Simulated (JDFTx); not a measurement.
Crystal: Zn.

```
Zn
1.0
    -1.56904    1.56904    1.56904
     1.56904   -1.56904    1.56904
     1.56904    1.56904   -1.56904
Zn
1
Cartesian
  0.0000 0.0000 0.0000
```

This isn't the form of Zn at room conditions, which is hcp.

| Property | Result |
| --- | --- |
| Program | JDFTx 1.7.0 (patched build) |
| Task | relaxation of cell and atoms |
| Functional | r2SCAN |
| Potentials or basis | SG15-PBE-1.2 with smoothed tails |
| Cutoff | 1361 eV |
| Density cutoff | 5442 eV |
| k mesh | 6 × 6 × 6 |
| Occupations | fermi-dirac, width 0.05 eV |
| Spin | no spin polarisation |

At the start: pressure -3.5 GPa; volume 15.45 Å³/atom.

Question: Where does the relaxation end?

Answer: Over 6 steps the energy falls by 7.8 meV/atom and the volume is 14.77 Å³/atom (-4.4 %); space group Im-3m (No. 229, to 0.05 Å).

The path:
```
step  energy change (eV)  largest force (eV/Å)  pressure (GPa)  volume (Å³)
   1              0.0000                0.0000           -3.52        15.45
   2             -0.0016                0.0000           -3.12        15.37
   3             -0.0077                0.0000           -0.32        14.82
   4             -0.0078                0.0000           -0.01        14.77
   5             -0.0078                0.0000            0.00        14.77
   6             -0.0078                0.0000           -0.01        14.77
```

Final structure:
```
CELL_PARAMETERS angstrom
-1.54546 1.54546 1.54546
1.54546 -1.54546 1.54546
1.54546 1.54546 -1.54546
ATOMIC_POSITIONS crystal
Zn 0.00000 0.00000 0.00000
```

Caveat: the k mesh is coarse (spacing up to 0.47 Å⁻¹), so the values aren't converged; meta-GGA forces are noisy on this grid; the potentials were made for another functional, which shifts forces and pressure.
